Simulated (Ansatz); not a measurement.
Crystal: AlN.

```
Al N
1.0
     3.11300    0.00000    0.00000
    -1.55650    2.69594    0.00000
     0.00000    0.00000    4.98100
Al N
2 2
Direct
  0.66667 0.33333 0.50000
  0.33333 0.66667 0.00000
  0.66667 0.33333 0.88000
  0.33333 0.66667 0.38000
```

* Program: Ansatz 0.2.0
* Task: relaxation of cell and atoms
* Functional: PBE
* Potentials or basis: all-electron LAPW, scalar-relativistic
* Basis error allowed: 0.002 eV/atom
* k mesh: 10 × 10 × 6
* Occupations: fermi-dirac, width 0.05 eV
* Spin: no spin polarisation

At the start: volume 10.45 Å³/atom.

Problem. How do energy, volume and symmetry change on relaxing?

Solution. Over 6 steps the energy falls by 2.4 meV/atom and the volume is 10.64 Å³/atom (+1.8 %); space group P6_3mc (No. 186, to 0.05 Å).

Step by step:
```csv
step,energy change (eV),largest force (eV/Å),volume (Å³)
1,0.0000,0.1287,41.80
2,-0.0069,0.0911,42.18
3,-0.0096,0.0300,42.56
4,-0.0097,0.0013,42.56
5,-0.0097,0.0005,42.56
6,-0.0097,0.0005,42.56
```

Final structure:
```
Al N
1.0
     3.12966    0.00000    0.00000
    -1.56483    2.71037    0.00000
     0.00000    0.00000    5.01761
Al N
2 2
Direct
  0.66667 0.33333 0.49924
  0.33333 0.66667 0.99924
  0.66667 0.33333 0.88076
  0.33333 0.66667 0.38076
```
